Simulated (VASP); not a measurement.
Set up this calculation in VASP 6.6.1, as the native input.

* Task: single point
* Functional: PBE
* Dispersion: D3(BJ)
* Potentials or basis: VASP PAW PBE potentials, release 64 (Te, Pb_d)
* Cutoff: 520 eV
* k mesh: 6 × 6 × 6
* Occupations: gaussian, width 0.05 eV
* Spin: no spin polarisation
* Dipole correction: no
* Further INCAR settings: ALGO = Fast; EDIFF = 1e-07; NBANDS = 17

The structure of TePb lies in POSCAR:

```
TePb
1.0
    4.0022870000      0.0000000000      0.0000000000
    0.0000000000      4.0022870000      0.0000000000
    0.0000000000      0.0000000000      4.0022870000
Te Pb
1 1
Direct
    0.5000000000      0.5000000000      0.5000000000
    0.0000000000      0.0000000000      0.0000000000
```

Measurements of this composition are mostly on another form, of space group No. 225.

The input as run:

INCAR

```
SYSTEM = TePb
  PREC = Accurate
  ENCUT = 520
  EDIFF = 1E-7
  ISMEAR = 0
  SIGMA = 0.05
  LREAL = .False.
  LASPH = .True.
  NELM = 100
  ALGO = Fast
  ISIF = 2
  LWAVE = .False.
  LCHARG = .False.
  GGA = PE
  IVDW = 12
  NBANDS = 17
```

KPOINTS

```
Automatic mesh
0
Gamma
  6 6 6
  0 0 0
```

Potentials or basis: VASP PAW PBE potentials, release 64 (Te, Pb_d).

Launch:

```console
$ cat potpaw_PBE.64/Te/POTCAR potpaw_PBE.64/Pb_d/POTCAR > POTCAR
$ mpirun -np 1 vasp_std > vasp.out
```

Results of the run:

```json
{
  "Pressure": "-2.0 GPa",
  "Band gap on the k mesh": "none (metal or under the smearing width)",
  "Dispersion energy per atom": "-0.422 eV"
}
```

Caveat: pairwise dispersion overbinds metals, which lowers pressure and volume.

Run time: 27 s on 1 thread of Intel(R) Xeon(R) Platinum 8259CL CPU @ 2.50GHz (Skylake/Cascade Lake) (shared host), peak memory 0.18 GiB.
